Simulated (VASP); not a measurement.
# ZnS (F-43m) in VASP: settings compared

Aim: see how the results for ZnS move with the level of theory and the settings. Levels: PBEsol, PBE. Tasks: phonons, dielectric tensor, band structure.

Program: VASP 6.6.1. These are calculated values, not measurements. Logs are shortened: lines on timing, memory, paths and dates and some standing lists are left out, and cuts for length are marked.

**The experiment to reproduce.**

A printed reference work, monograph reports, for a bulk crystal of ZnS: high-frequency dielectric constant 5.14.

From “Electronic, vibrational, and thermodynamic properties of ZnS (zincblende and rocksalt structure)”, 2009, arxiv:0911.5022, for a bulk crystal of ZnS at 19 K: band gap 3.85 eV (direct).

The runs below are set against these values where they give the same quantity.

## (1) The structure

Symmetry: F-43m, No. 216, cubic system. Conventional cell: a = 5.361 Å, b = 5.361 Å, c = 5.361 Å, α = 90.00°, β = 90.00°, γ = 90.00°. Zn (site symmetry -43m) is surrounded by 4 S at 2.32 Å. Around S (site symmetry -43m) lie 4 Zn at 2.32 Å.

## (2) Phonons, PBEsol

POSCAR reads:

```
ZnS
1.0
    0.0000000000      2.6803314387      2.6803314387
    2.6803314387      0.0000000000      2.6803314387
    2.6803314387      2.6803314387      0.0000000000
  Zn              S
     1     1
Direct
     0.2500000000000000    0.2500000000000000    0.2500000000000000
     0.0000000000000000    0.0000000000000000    0.0000000000000000
```

INCAR.step1 reads:

```
SYSTEM = ZnS
  PREC = Accurate
  ENCUT = 600
  EDIFF = 1E-8
  ISMEAR = 0
  SIGMA = 0.03
  LREAL = .FALSE.
  LASPH = .TRUE.
  NELM = 80
  ALGO = Fast
  ISIF = 3
  LWAVE = .FALSE.
  LCHARG = .FALSE.
  GGA = PS
  IBRION = 2
  NSW = 40
  EDIFFG = -0.002
```

INCAR.step2 reads:

```
SYSTEM = ZnS
  PREC = Accurate
  ENCUT = 600
  EDIFF = 1E-8
  ISMEAR = 0
  SIGMA = 0.03
  LREAL = .FALSE.
  LASPH = .TRUE.
  NELM = 80
  ALGO = Fast
  ISIF = 2
  LWAVE = .FALSE.
  LCHARG = .FALSE.
  GGA = PS
  IBRION = 6
  NFREE = 2
  POTIM = 0.015
  NSW = 1
```

KPOINTS reads:

```
Automatic mesh
0
G
  10 10 10
  0 0 0
```

Potentials or basis: VASP PAW PBE potentials, release 64 (Zn, S).

Started as:

```bash
cat potpaw_PBE.64/Zn/POTCAR potpaw_PBE.64/S/POTCAR > POTCAR
cp INCAR.step1 INCAR
mpirun -np 1 vasp_std > vasp.out
cp CONTCAR POSCAR
cp INCAR.step2 INCAR
mpirun -np 1 vasp_std > vasp.out
```

OUTCAR:

```text
SYSTEM = ZnS
   PREC = Accurate
   ENCUT = 600
   EDIFF = 1E-8
   ISMEAR = 0
   LREAL = .FALSE.
   LASPH = .TRUE.
   NELM = 80
   ISIF = 2
   GGA = PS
   IBRION = 6
   NFREE = 2
   POTIM = 0.015
   NSW = 1

 ion  position               nearest neighbor table
   1  0.250  0.250  0.250-   2 2.32   2 2.32   2 2.32   2 2.32
   2  0.000  0.000  0.000-   1 2.32   1 2.32   1 2.32   1 2.32

  LATTYP: Found a face centered cubic cell.
 ALAT       =     5.3609420924

  Lattice vectors:

 A1 = (   0.0000000000,   2.6804710462,   2.6804710462)
 A2 = (   2.6804710462,   0.0000000000,   2.6804710462)
 A3 = (   2.6804710462,   2.6804710462,   0.0000000000)

Analysis of symmetry for initial positions (statically):
=====================================================================
 Subroutine PRICEL returns:
 Original cell was already a primitive cell.

 Routine SETGRP: Setting up the symmetry group for a
 face centered cubic supercell.

 Subroutine GETGRP returns: Found 24 space group operations
 (whereof 24 operations were pure point group operations)
 out of a pool of 48 trial point group operations.

The static configuration has the point symmetry T_d .

Analysis of symmetry for dynamics (positions and initial velocities):
=====================================================================
 Subroutine PRICEL returns:
 Original cell was already a primitive cell.

 Routine SETGRP: Setting up the symmetry group for a
 face centered cubic supercell.

 Subroutine GETGRP returns: Found 24 space group operations
 (whereof 24 operations were pure point group operations)
 out of a pool of 48 trial point group operations.

The dynamic configuration has the point symmetry T_d .

 Subroutine INISYM returns: Found 24 space group operations
 (whereof 24 operations are pure point group operations),
 and found     1 'primitive' translations

----------------------------------------------------------------------------------------

                                     Primitive cell

  volume of cell :      38.5180

  direct lattice vectors                    reciprocal lattice vectors
     0.000000000  2.680471046  2.680471046    -0.186534378  0.186534378  0.186534378
     2.680471046  0.000000000  2.680471046     0.186534378 -0.186534378  0.186534378
     2.680471046  2.680471046  0.000000000     0.186534378  0.186534378 -0.186534378

  length of vectors
     3.790758507  3.790758507  3.790758507     0.323087020  0.323087020  0.323087020

  position of ions in fractional coordinates (direct lattice)
     0.250000000  0.250000000  0.250000000
     0.000000000  0.000000000  0.000000000

  ion indices of the primitive-cell ions
   primitive index   ion index
                 1           1
                 2           2

----------------------------------------------------------------------------------------

 KPOINTS: Automatic mesh

Automatic generation of k-mesh.
 Grid dimensions read from file:
 generate k-points for:   10   10   10

 Generating k-lattice:

  Cartesian coordinates                     Fractional coordinates (reciprocal lattice)
    -0.018653438  0.018653438  0.018653438     0.100000000  0.000000000  0.000000000
     0.018653438 -0.018653438  0.018653438     0.000000000  0.100000000  0.000000000
     0.018653438  0.018653438 -0.018653438     0.000000000  0.000000000  0.100000000

  Length of vectors
     0.032308702  0.032308702  0.032308702

  Shift w.r.t. Gamma in fractional coordinates (k-lattice)
[... 57 lines left out ...]
   NFREE  =      2    steps in history (QN), initial steepest desc. (CG)
   ISIF   =      2    stress and relaxation
   ISYM   =      2    0-nonsym 1-usesym 2-fastsym
   POTIM  = 0.0150    time-step for ionic-motion
   TEBEG  =    0.0;   TEEND  =   0.0 temperature during run
   PSTRESS=    0.0 pullay stress
   NELECT =      18.0000    total number of electrons
   NUPDOWN=      -1.0000    fix difference up-down
   EMIN   =  10.00;   EMAX   =-10.00  energy-range for DOS
   EFERMI =   0.00;   METHOD = LEGACY
   ISMEAR =     0;   SIGMA  =   0.03  broadening in eV -4-tet -1-fermi 0-gaus
   EFERMI_NEDOS =   21; number of points for ismear=-14 and -15
   IALGO  =     68    algorithm
   IMIX   =      4    mixing-type and parameters
     AMIX     =   0.40;   BMIX     =  1.00
     AMIX_MAG =   1.60;   BMIX_MAG =  1.00
  volume/ion in A,a.u.               =      19.26       129.97
  Fermi-wavevector in a.u.,A,eV,Ry     =   1.270412  2.400730 21.959073  1.613946
  Thomas-Fermi vector in A             =   2.403401
   LORBIT       =      0    0 simple, 1 ext, 2 COOP (PROOUT), +10 PAW based schemes
   GGA     = PS    functional components
   LHFCALC =     F    Hartree Fock is set to
   AEXX    =    0.0000 exact exchange contribution
   IVDW    =     0    specifies the selected vdW correction
   LEPSILON=     F    determine dielectric tensor
   LRPA    =     F    only Hartree local field effects (RPA)
 finite differences with symmetry
 non-spin polarized calculation
 RMM-DIIS sequential band-by-band and
 Gauss-broadening in eV      SIGMA  =   0.03
  energy-cutoff  :      600.00
  volume of cell :       38.52
 maximum number of plane-waves:      1307
   NGX = 15   NGY = 15   NGZ = 15

--------------------------------------- Ionic step        1  -------------------------------------------

 number of electron      18.0000011 magnetization

 Free energy of the ion-electron system (eV)
  ---------------------------------------------------
  ext. energy  EPLUGINS =         0.00000000
  ---------------------------------------------------
  free energy    TOTEN  =        -7.58913135 eV

  energy without entropy =       -7.58913135  energy(sigma->0) =       -7.58913135

------------------------ aborting loop because EDIFF is reached ----------------------------------------

  FORCE on cell =-STRESS in cart. coord.  units (eV):
  Direction    XX          YY          ZZ          XY          YZ          ZX
  --------------------------------------------------------------------------------------
  -------------------------------------------------------------------------------------
  Total        0.0029699      0.0029699      0.0029699      0.0000000     -0.0000000      0.0000000
  in kB        0.1235336      0.1235336      0.1235336      0.0000000     -0.0000000      0.0000000
  external PRESSURE =       0.1235336 kB  Pullay stress =       0.0000000 kB
[... 131 lines left out ...]
--------------------------------------- Ionic step        5  -------------------------------------------

 number of electron      18.0000011 magnetization

 Free energy of the ion-electron system (eV)
  ---------------------------------------------------
  ext. energy  EPLUGINS =         0.00000000
  ---------------------------------------------------
  free energy    TOTEN  =        -7.58844127 eV

  energy without entropy =       -7.58844127  energy(sigma->0) =       -7.58844127

 E-fermi :   2.4416     XC(G=0):  -9.9628

 val. band max:        2.2526474210   @ k =   0.0000   0.0000   0.0000
 cond. band min:       4.3223395817   @ k =   0.0000   0.0000   0.0000
 fundamental gap:      2.0696921607
 Fermi energy:         2.4415590557

 k-point     1 :       0.0000    0.0000    0.0000
  band No.  band energies     occupation
      1     -11.0865      2.00000
      2      -4.2443      2.00000
      3      -4.2324      2.00000
      4      -4.2205      2.00000
      5      -3.7045      2.00000
      6      -3.7044      2.00000
      7       2.2261      2.00000
      8       2.2402      2.00000
      9       2.2526      2.00000
     10       4.3223      0.00000
     11       8.5238      0.00000
     12       8.5304      0.00000
     13       8.5386      0.00000
[... 354 lines left out ...]
  band No.  band energies     occupation
      1     -10.0651      2.00000
      2      -4.2775      2.00000
      3      -3.9756      2.00000
      4      -3.9677      2.00000
      5      -3.6812      2.00000
      6      -3.6427      2.00000
      7      -1.6040      2.00000
      8       0.1357      2.00000
      9       0.3730      2.00000
     10       6.1177      0.00000
     11       6.8695      0.00000
     12      10.9719      0.00000
     13      11.9514      0.00000

 [... further k-points ...]
[... 5 lines left out ...]
  --------------------------------------------------------------------------------------
  -------------------------------------------------------------------------------------
  Total       -0.0010138      0.0010088      0.0010088      0.0000000     -0.0911504      0.0000000
  in kB       -0.0421698      0.0419596      0.0419596      0.0000000     -3.7914541      0.0000000
  external PRESSURE =       0.0139165 kB  Pullay stress =       0.0000000 kB
[... 17 lines left out ...]
  FREE ENERGIE OF THE ION-ELECTRON SYSTEM (eV)
  ---------------------------------------------------
  free  energy   TOTEN  =        -7.5884412711 eV

  energy  without entropy=       -7.5884412711  energy(sigma->0) =       -7.58844127

 INTERNAL STRAIN TENSORS FROM DISPLACED ATOMS
 ============================================

 INTERNAL STRAIN TENSOR FOR ION    1 for displacements in x,y,z  (eV/Angst):
          X           Y           Z          XY          YZ          ZX
  --------------------------------------------------------------------------------
  x     0.00000     0.00000     0.00000     0.00000    -6.07643     0.00000
  y     0.00000     0.00000     0.00000     0.00000     0.00000    -6.07643
  z     0.00000     0.00000     0.00000    -6.07643     0.00000     0.00000

 INTERNAL STRAIN TENSOR FOR ION    2 for displacements in x,y,z  (eV/Angst):
          X           Y           Z          XY          YZ          ZX
  --------------------------------------------------------------------------------
  x     0.00000     0.00000     0.00000     0.00000     6.07427     0.00000
  y     0.00000     0.00000     0.00000     0.00000     0.00000     6.07427
  z     0.00000     0.00000     0.00000     6.07427     0.00000     0.00000

 Eigenvectors and eigenvalues of the dynamical matrix
 ----------------------------------------------------

   1 f  =    8.351734 THz    52.475494 2PiTHz  278.583867 cm-1    34.539982 meV
             X         Y         Z           dx          dy          dz
      1.340236  1.340236  1.340236    -0.574432    0.000000    0.000000
      0.000000  0.000000  0.000000     0.818552   -0.000000    0.000000
[... 21 lines left out ...]
   6 f/i=    0.008365 THz     0.052556 2PiTHz    0.279012 cm-1     0.034593 meV
             X         Y         Z           dx          dy          dz
      1.340236  1.340236  1.340236     0.755147   -0.315882    0.000000
      0.000000  0.000000  0.000000     0.529936   -0.221675    0.000000

 ELASTIC MODULI CONTR FROM IONIC RELAXATION (kBar)
 Direction    XX          YY          ZZ          XY          YZ          ZX
 --------------------------------------------------------------------------------
 XX          -0.0000      0.0000      0.0000     -0.0000      0.0000      0.0000
 YY           0.0000     -0.0000     -0.0000     -0.0000     -0.0000      0.0000
 ZZ           0.0000     -0.0000     -0.0000      0.0000     -0.0000      0.0000
 XY          -0.0000     -0.0000      0.0000   -249.8467      0.0000     -0.0000
 YZ           0.0000     -0.0000     -0.0000      0.0000   -249.8467      0.0000
 ZX           0.0000      0.0000      0.0000     -0.0000      0.0000   -249.8467
 --------------------------------------------------------------------------------
```

Wall time 5.9 min (1 thread of Intel Xeon Platinum 8259CL at 2.50GHz (Skylake/Cascade Lake), shared host); peak memory 0.31 GiB.

What came out:

```
Highest phonon frequency at Γ, LO-TO splitting left out : 279 cm⁻¹
```

Phonon frequencies in cm⁻¹ (negative: imaginary):
```csv
q point,frequencies
"(0.000, 0.000, 0.000)",0 0 0 279 279 279
```

Caveat: the PAW data sets were made with another functional, which shifts forces and pressure a little.

(Continued in part 2 of 2.)
